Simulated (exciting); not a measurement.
Wanted: the native input for an exciting (release sodium) run.

| Item | Value |
| --- | --- |
| Task | band structure |
| Functional | AM05 |
| Potentials or basis | all-electron LAPW+lo, shipped species files, valence relativity iora* |
| rgkmax | 6.5 |
| k mesh | 11 × 11 × 11 |
| Occupations | fermi-dirac, width 0.01 eV |
| Spin | no spin polarisation |
| outputlevel | low |
| gmaxvr (cutoff of density and potential) | 14 1/bohr |
| lmaxapw (and lmaxmat) | 10 |
| lmaxvr | 8 |
| nempty | 8 |
| Valence relativity | iora* |
| epsengy | 1e-05 Ha |
| epspot | 1e-05 Ha |
| maxscl | 60 |
| Muffin-tin radii | Al 2.0 bohr |

The system is Al.

```
CELL_PARAMETERS angstrom
0.00000 2.02481 2.02481
2.02481 0.00000 2.02481
2.02481 2.02481 0.00000
ATOMIC_POSITIONS crystal
Al 0.00000 0.00000 0.00000
```

The input as run:

input.xml

```xml
<input>
  <title>Al</title>
  <structure speciespath="./" tshift="false">
    <crystal scale="5.4112434042">
      <basevect>0.000000000000 0.707106781189 0.707106781189</basevect>
      <basevect>0.707106781189 0.000000000000 0.707106781189</basevect>
      <basevect>0.707106781189 0.707106781189 0.000000000000</basevect>
    </crystal>
    <species speciesfile="Al.xml" rmt="2">
      <atom coord="0.000000000000 0.000000000000 0.000000000000"/>
    </species>
  </structure>
  <groundstate do="fromscratch" ngridk="11 11 11" rgkmax="6.5" gmaxvr="14" lmaxapw="10" lmaxmat="10" lmaxvr="8" stype="Fermi Dirac" swidth="0.00036749" nempty="8" ValenceRelativity="iora*" epsengy="1e-05" epspot="1e-05" maxscl="60" outputlevel="low">
    <libxc exchange="XC_GGA_X_AM05" correlation="XC_GGA_C_AM05"/>
  </groundstate>
  <properties>
    <bandstructure>
      <plot1d>
        <path steps="60">
          <point coord="0 0 0" label="G"/>
          <point coord="0.5 0 0.5" label="X"/>
          <point coord="0.5 0.25 0.75" label="W"/>
          <point coord="0.375 0.375 0.75" label="K"/>
          <point coord="0 0 0" label="G"/>
          <point coord="0.5 0.5 0.5" label="L"/>
          <point coord="0.625 0.25 0.625" label="U"/>
          <point coord="0.5 0.25 0.75" label="W"/>
          <point coord="0.5 0.5 0.5" label="L"/>
          <point coord="0.375 0.375 0.75" label="K" breakafter="true"/>
          <point coord="0.625 0.25 0.625" label="U"/>
          <point coord="0.5 0 0.5" label="X"/>
        </path>
      </plot1d>
    </bandstructure>
  </properties>
</input>
```

Potentials or basis: all-electron LAPW+lo, shipped species files, valence relativity iora*.

Run with:

```sh
$ OMP_NUM_THREADS=1 exciting_smp
```

Results of the run:

```yaml
Band_gap_on_the_k_mesh: none (metal or under the smearing width)
```

It took 11 s on 1 thread of Arm Neoverse V1 (shared host), peak memory 0.09 GiB.
